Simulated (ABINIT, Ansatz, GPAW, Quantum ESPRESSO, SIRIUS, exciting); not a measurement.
**One calculation of Nb, 7 ways**

```
Nb
1.0
    -0.04103    2.19338    2.10885
     2.04640    0.04981    2.01800
     2.12625    2.18239   -0.03004
Nb
1
Direct
  0.03008 0.99603 0.99978
```

This isn't the form of Nb at room conditions, which is bcc.

The given cell was strained at random by a few per cent at fixed volume.

Alike in all runs: task single point; functional PBEsol; k mesh 11 × 11 × 11; occupations fermi-dirac, width 0.05 eV; no spin polarisation; no spin-orbit coupling. Pressure is positive in compression and, in plane waves, holds the error of the finite cutoff, which Ansatz's Pulay term estimates and takes out.

| program and potentials | plane-wave cutoff (eV) | notes | pressure (GPa) | energy over the undisturbed cell (meV/atom) |
| --- | --- | --- | --- | --- |
| Ansatz, Ansatz PAW | 420 | potentials made for PBE, which Ansatz adapts in part | ? | ? |
| SIRIUS, PseudoDojo 0.4.1 PBEsol standard (scalar relativistic) | 1127 | - | -7.64 | -20.00 |
| Ansatz, all-electron LAPW, scalar-relativistic | - | - | -7.76 | - |
| Quantum ESPRESSO, GBRV 1.5 PBEsol | 612 | - | -8.23 | -19.99 |
| GPAW, PAW data sets generated for this functional | 600 | - | -8.35 | -19.43 |
| exciting, all-electron LAPW+lo, shipped species files, valence relativity iora* | - | - | - | -19.83 |
| ABINIT, PseudoDojo NC SR PBEsol v0.4.1 standard | 1116 | - | -7.66 | -19.99 |

Task: Estimate from the other rows what the run with Ansatz, Ansatz PAW gave.

Result: Pressure -7.75 GPa; energy over the undisturbed cell -20.09 meV/atom. The other rows, which needn't bracket it: pressure -8.35 to -7.64; energy over the undisturbed cell -20.00 to -19.43.
